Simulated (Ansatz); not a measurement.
Runs of Ansatz 0.2.0 on SnSe. Symmetry: Fm-3m, No. 225, cubic system. Conventional cell: a = 6.020 Å, b = 6.020 Å, c = 6.020 Å, α = 90.00°, β = 90.00°, γ = 90.00°. Sn (site symmetry m-3m) is surrounded by 6 Se at 3.01 Å. Se (site symmetry m-3m) has 6 Sn at 3.01 Å as nearest neighbours. Measurements of this composition are mostly on another form, of space group No. 62.

```csv
level,gap on the mesh (eV),pressure (GPa),relaxed volume (Å³/atom)
PBE+D3(BJ)-ATM,0.67,0.0,26.74
PBE+D3(BJ),0.69,0.0,26.64
PBE+D4,0.69,0.0,26.62
PBE,(a),0.0,(b)
```

Alike in all rows: task relaxation of cell and atoms; potentials or basis Ansatz PAW; no spin polarisation; cell relaxed; k mesh 8 × 8 × 8; cutoff (eV) 420; smearing fermi-dirac 0.05 eV.

Estimate the missing entries.

(a) 0.50; (b) 27.78.

Caveats: the plane-wave basis is chosen anew once the cell has moved, so the energies of steps on either side of that aren't comparable; spin-orbit coupling is left out, which moves the levels of the heavy elements.

A k mesh can miss the band edges, and the runs leave out spin-orbit coupling on Se, Sn.
